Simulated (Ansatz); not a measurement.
WSe2 (2H-MoS2 type): gap against strain (epitaxial in the xy plane)

WSe2 in the 2H-MoS2-type structure, relaxed with r2SCAN+rVV10 in Ansatz, then strained (epitaxial in the xy plane; changes of length per length, axes as in the cell below) with the atoms relaxed again within the symmetry that is left. The symmetry is P6_3/mmc (No. 194, hexagonal); conventional cell a = 3.300 Å, c = 13.149 Å, 20.66 Å³ an atom. W has 6 Se at 2.53 Å; Se has 3 W at 2.53 Å. The values are computed, non-magnetic, and not measurements.

```xyz
6
Lattice="3.2997 0.0000 0.0000 -1.6498 2.8576 0.0000 0.0000 0.0000 13.1487" Properties=species:S:1:pos:R:3 pbc="T T T"
W     0.0000    1.9051    3.2872
W     1.6498    0.9525    9.8615
Se    1.6498    0.9525    4.9526
Se    1.6498    0.9525    1.6218
Se    0.0000    1.9051   11.5269
Se    0.0000    1.9051    8.1961
```

Gaps are the least over each mesh (PBE 12×12×2, r2SCAN 12×12×2, r2SCAN+SOC 12×12×2, HSE06 6×6×2 when unstrained) and the special points, which keep their unstrained names.

```csv
strain (%),free normal strain (%),"gap, PBE (eV)","gap, r2SCAN (eV)","gap, r2SCAN+SOC (eV)","gap, HSE06 (eV)","edges, HSE06"
-4.0,+2.00,0.957,1.123,0.986,1.449,K → Γ–K (0.54)
-3.0,+1.50,1.025,1.187,1.037,1.513,K → Γ–K (0.54)
-2.0,+1.00,1.090,1.222,1.088,1.577,K → Γ–K (0.54)
-1.0,+0.50,1.053,1.179,1.099,1.536,Γ → Γ–K (0.54)
0.0,0.00,1.022,1.143,1.066,1.500,Γ → Γ–K (0.54)
+1.0,-0.50,0.996,1.112,1.036,1.470,Γ → Γ–K (0.54)
+2.0,-0.84,0.898,0.969,0.889,1.301,Γ → K
+3.0,-1.24,0.726,0.790,0.720,1.109,Γ → K
+4.0,-1.62,0.573,0.630,0.567,0.937,Γ → K
```

Between zero and the nearest strains the slope of the HSE06 gap against strain is -0.036 eV per percent for negative and -0.030 for positive strain.

Only the levels marked +SOC include spin-orbit coupling.

Where an edge lies off the special points, it is a point of the mesh or the k point where a search put PBE's edge or least direct gap, reused for the other functionals, whose own edges may lie a little apart.

The meshes of the hybrids are coarse, so their gaps aren't converged to the digits shown.
